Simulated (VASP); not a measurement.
Wanted: the native input for a VASP 6.6.1 run.

* Task: band structure
* Functional: HSE06
* Potentials or basis: VASP PAW PBE potentials, release 64 (Sc_sv, Al, N)
* Cutoff: 520 eV
* k mesh: 4 × 2 × 2
* Occupations: gaussian, width 0.03 eV
* Spin: no spin polarisation
* Grid for exact exchange (PRECFOCK): Fast
* Screening parameter: 0.2 1/A
* Further INCAR settings: ALGO = Normal; EDIFF = 1e-07; NBANDS = 54

Crystal: ScAl3N4.

```
CELL_PARAMETERS angstrom
0.00000 0.00000 -4.99679
3.23899 5.61009 0.00000
3.20887 -5.59270 0.00000
ATOMIC_POSITIONS crystal
Sc 0.01172 0.16117 0.32235
Sc 0.51172 0.33883 0.67765
Al 0.00246 0.16394 0.83498
Al 0.00570 0.66532 0.33065
Al 0.00246 0.67104 0.83498
Al 0.50246 0.33606 0.16502
Al 0.50570 0.83468 0.66935
Al 0.50246 0.82896 0.16502
N 0.58731 0.15877 0.31755
N 0.62476 0.15438 0.84519
N 0.62083 0.66755 0.33511
N 0.62476 0.69081 0.84519
N 0.08731 0.34123 0.68245
N 0.12476 0.34562 0.15481
N 0.12083 0.83245 0.66489
N 0.12476 0.80919 0.15481
```

The cell was built by a generator and needn't be a form met in nature.

These files were run (other wordings do the same):

POSCAR

```
ScAl3N4                                 
1.0
    0.0000000000      0.0000000000     -4.9967916643
    3.2389897219      5.6100947758      0.0000000000
    3.2088652881     -5.5927024259      0.0000000000
  Sc              Al              N             
     2     6     8
Direct
     0.0117162632324257    0.1611732858735480    0.3223465617471094
     0.5117162632324257    0.3388267141264520    0.6776534382528906
     0.0024647943938723    0.1639404616345283    0.8349801633599809
     0.0057029881102457    0.6653236901732850    0.3306473703465762
     0.0024647943938723    0.6710397117254464    0.8349801633599951
     0.5024647943938724    0.3360595383654717    0.1650198366400190
     0.5057029881102457    0.8346763098267150    0.6693526296534238
     0.5024647943938724    0.8289602882745536    0.1650198366400048
     0.5873125430265500    0.1587733932827420    0.3175467765653979
     0.6247567783862534    0.1543766847485878    0.8451850265201780
     0.6208250600705166    0.6675525424357397    0.3351050748714786
     0.6247567783862534    0.6908083517715626    0.8451850265201496
     0.0873125430265500    0.3412266067172580    0.6824532234346021
     0.1247567783862535    0.3456233152514122    0.1548149734798220
     0.1208250600705167    0.8324474575642603    0.6648949251285214
     0.1247567783862535    0.8091916482284374    0.1548149734798504
```

INCAR.step1

```
SYSTEM = ScAl3N4
PREC = Accurate ; ENCUT = 520
EDIFF = 1E-5 ; ISMEAR = 0
SIGMA = 0.03 ; LREAL = .False.
LASPH = .True. ; NELM = 80
ALGO = Normal ; ISIF = 2
LWAVE = .True. ; LCHARG = .False.
LMAXMIX = 4 ; NBANDS = 54
GGA = PE ; LUSENCCL = .False.
```

INCAR.step2

```
SYSTEM = ScAl3N4
PREC = Accurate ; ENCUT = 520
EDIFF = 1E-7 ; ISMEAR = 0
SIGMA = 0.03 ; LREAL = .False.
LASPH = .True. ; NELM = 80
ALGO = Normal ; ISIF = 2
LWAVE = .False. ; LCHARG = .False.
LMAXMIX = 4 ; GGA = PE
LHFCALC = .True. ; HFSCREEN = 0.2
PRECFOCK = Fast ; NBANDS = 54
ISTART = 1 ; LUSENCCL = .False.
```

KPOINTS

```
Automatic mesh
0
Gamma
  4 2 2
  0 0 0
```

KPOINTS_OPT

```
explicit points
6
Reciprocal
 0.0000000000  0.0000000000  0.0000000000 1
 0.5000000000  0.0000000000  0.0000000000 1
 0.5000000000  0.3333333333  0.3333333333 1
 0.0000000000  0.3333333333  0.3333333333 1
 0.5000000000  0.5000000000  0.0000000000 1
 0.0000000000  0.5000000000  0.0000000000 1
```

Potentials or basis: VASP PAW PBE potentials, release 64 (Sc_sv, Al, N).

The run is started by

```bash
$ cat potpaw_PBE.64/Sc_sv/POTCAR potpaw_PBE.64/Al/POTCAR potpaw_PBE.64/N/POTCAR > POTCAR
$ cp INCAR.step1 INCAR
$ mpirun -np 1 vasp_std > vasp.out
$ cp INCAR.step2 INCAR
$ mpirun -np 1 vasp_std > vasp.out
```

Results of the run:

```yaml
Pressure: -0.4 GPa
Largest_force: 0.152 eV/Å
Band_gap_on_the_k_mesh: 5.08 eV, direct
Band_gap_along_the_path: 4.99 eV, indirect (least direct gap 5.08 eV)
```

Caveat: the k mesh is coarse (spacing up to 0.56 Å⁻¹), so the values aren't converged, least of all with exact exchange; the PAW data sets were made with another functional, which shifts forces and pressure a little; the mesh misses the band edges, which the band path finds closer together.

Run time: 92 min on 1 × NVIDIA H100 80GB with 1 thread of AMD EPYC 7R13 Processor (Zen 3), with other jobs on the host, peak memory 1.3 GiB.
